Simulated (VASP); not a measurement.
Runs of VASP 6.6.1 on K. The structure is cubic, space group Im-3m (No. 229). The conventional cell has a = 5.395 Å, b = 5.395 Å, c = 5.395 Å, α = 90.00°, β = 90.00°, γ = 90.00°. 

```tsv
task	level	potentials or basis	cell	smearing	other keys	gap on the mesh (eV)	pressure (GPa)
single point	TB-mBJ	VASP PAW PBE potentials, release 64 (K_sv)	cell strained at random at fixed volume	gaussian 0.05 eV	-	none	-
single point	RPBE	VASP PAW PBE potentials, release 54 (K_sv)	as given	gaussian 0.05 eV	-	none	(a)
single point	LDA	VASP PAW LDA potentials, release 64 (K_sv)	volume scaled by 1.15	methfessel-paxton 0.1 eV	-	none	-0.8
density of states	RPBE+D3(BJ)	VASP PAW PBE potentials, release 64 (K_sv)	as given	tetrahedron, uncorrected 0.01 eV	ISMEAR = -4; SIGMA = 0.01	none	-1.2
```

Alike in all rows: no spin polarisation; k mesh 7 × 7 × 7; cutoff (eV) 520.

Task: Estimate the missing entries.

Result: (a) 0.1.

Caveats: the PAW data sets were made with another functional, which shifts forces and pressure a little (some runs); pairwise dispersion overbinds metals, which lowers pressure and volume (some runs).

A gap of «none» marks a metal or a gap under the smearing width.
